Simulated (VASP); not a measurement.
A run of VASP 6.6.1 is set up as follows.

Contents of INCAR:

```
PREC     = Accurate       # precision mode
ENCUT    = 600            # plane-wave cutoff, eV
EDIFF    = 1E-7           # SCF threshold, eV
ISMEAR   = 0              # smearing method
SIGMA    = 0.03           # smearing width, eV
LREAL    = False          # projectors in reciprocal space
LASPH    = True           # aspherical terms in the spheres
NELM     = 80             # most SCF steps
ALGO     = Normal         # electronic algorithm
ISIF     = 3              # what is computed and relaxed
LWAVE    = False          # write WAVECAR
LCHARG   = False          # write CHGCAR
METAGGA  = R2SCAN         # meta-GGA
LMIXTAU  = True         
IBRION   = 2              # ionic algorithm
NSW      = 90             # ionic steps
EDIFFG   = -0.005         # ionic threshold
```

Contents of KPOINTS:

```
regular mesh
0
Gamma
  8 8 8
```

Contents of POSCAR:

```
CdTe                                    
1.0
    0.0000000000      3.2804065418      3.2804065418
    3.2804065418      0.0000000000      3.2804065418
    3.2804065418      3.2804065418     -0.0000000000
  Cd              Te            
     1     1
Direct
     0.0000000000000000    0.0000000000000000    0.0000000000000000
     0.2500000000000000    0.2500000000000000    0.2500000000000000
```

Potentials or basis: VASP PAW PBE potentials, release 64 (Cd, Te).

Run with:

```bash
$ cat potpaw_PBE.64/Cd/POTCAR potpaw_PBE.64/Te/POTCAR > POTCAR
$ mpirun -np 1 vasp_std > vasp.out
```

**Question.** Predict the band gap on the k mesh.

**Answer.** 1.15 eV, direct.

Final structure:
```xyz
2
Lattice="0.0000 3.2804 3.2804 3.2804 0.0000 3.2804 3.2804 3.2804 0.0000" Properties=species:S:1:pos:R:3 pbc="T T T"
Cd    0.0000    0.0000    0.0000
Te    1.6402    1.6402    1.6402
```

Caveat: the relaxation stopped at its first step, so nothing moved; spin-orbit coupling is left out, which moves the levels of the heavy elements. r2SCAN opens gaps a little over a GGA but as a rule still falls short of measured ones.
